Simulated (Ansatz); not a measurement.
# CoSi2: the cost of one run

Method: DFT PBEsol, scalar-relativistic, plane waves, PAW, in Ansatz 0.2.0.

2 further runs of the same task are left out: 2 set aside as unsound or not needed.

## 1. The system as given

Symmetry: Fm-3m, No. 225, cubic system. Conventional cell: a = 5.313 Å, b = 5.313 Å, c = 5.313 Å, α = 90.00°, β = 90.00°, γ = 90.00°. Co (site symmetry m-3m) has 8 Si at 2.30 Å as nearest neighbours. Si (site symmetry -43m) is surrounded by 4 Co at 2.30 Å.

Coordinates:

```
Co Si
1.0
     0.00000    2.65625    2.65625
     2.65625    0.00000    2.65625
     2.65625    2.65625    0.00000
Co Si
1 2
Direct
  0.00000 0.00000 0.00000
  0.25000 0.25000 0.25000
  0.75000 0.75000 0.75000
```

It is the result of an earlier relaxation at this level (volume 12.49 Å³/atom; gap on the mesh: none (metal)).

## 2. The film's bulk: CaF2

Relaxed beforehand at this level: -1133.6291 eV/atom, gap on the mesh 7.25 eV.

```
Ca F
1.0
     0.00000   -2.71038   -2.71038
     2.71038    0.00000   -2.71038
     2.71038   -2.71038    0.00000
Ca F
1 2
Direct
  0.00000 0.00000 0.00000
  0.25000 0.25000 0.25000
  0.75000 0.75000 0.75000
```

## 3. Bulk reference on the slab's mesh

input.yaml reads:

```yaml
crystal:
  lattice:
    - [3.7565103795, 0.0, 0.0]
    - [-1.8782551897, 3.2532334182, 0.0]
    - [1.8782551897, 1.0844111394, 3.0671778811]
  atoms:
    - { symbol: Co, position: [0.0, 0.0, 0.0] }
    - { symbol: Si, position: [0.5, 0.75, 0.75] }
    - { symbol: Si, position: [0.5, 0.25, 0.25] }
basis:
  ecutwfc: 420
kpoints:
  mp_grid: { grid: [9, 9, 11] }
hamiltonian:
  xc: pbesol
scf:
  occupations: { method: gaussian, width: 0.1 }
output:
  forces: true
  stress: true
  eigenvalues: true
```

The run is started by

```
ansatz run input.yaml --threads 2 --pin off --max-ram 5120MiB --backend cpu --events-out ev --progress --plain --runs-dir out
```

What time and memory should one allow on 2 threads of AMD EPYC 9R45 (Zen 5), shared host?

About 1.6 s, with a peak of 0.47 GiB.
